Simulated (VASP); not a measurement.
CoO:

```xyz
2
Lattice="1.5055 0.8692 2.4399 -1.5055 0.8692 2.4399 0.0000 -1.7384 2.4399" Properties=species:S:1:pos:R:3 pbc="T T T"
Co    0.0000    0.0000    0.0000
O     0.0000    0.0000    3.6599
```

The cell is a database's computed one.

Base run:

| Property | Result |
| --- | --- |
| Program | VASP 6.6.1 |
| Functional | PBE |
| Potentials or basis | VASP PAW PBE potentials, release 64 (Co, O) |
| Cutoff | 520 eV |
| k mesh | 11 × 11 × 11 |
| Occupations | fermi-dirac, width 0.05 eV |
| Spin | collinear spin, ferromagnetic start |
| Starting moments | [2.0, 0.0] μB |

Its results: band gap on the k mesh none (metal or under the smearing width); pressure -0.6 GPa; net moment 2.87 μB per cell; site moments Co +2.54; O +0.29 μB.

The run is repeated on the same cell with these changes: potentials or basis from VASP PAW PBE potentials, release 64 (Co, O) to VASP PAW PBE potentials, release 64 (Co_GW, O_GW); cutoff from 520 eV to 550 eV; occupations from fermi-dirac, width 0.05 eV to gaussian, width 0.1 eV. What comes out?

Band gap on the k mesh none (metal or under the smearing width); pressure -1.2 GPa; net moment 2.89 μB per cell; site moments Co +2.53; O +0.30 μB.

Caveats: a cell with one magnetic atom can't hold antiferromagnetic order, which such compounds often take; semilocal functionals often make such compounds metallic where correlation or magnetic order opens a gap, which also shifts bond lengths.

Not every run made on this cell is shown here.
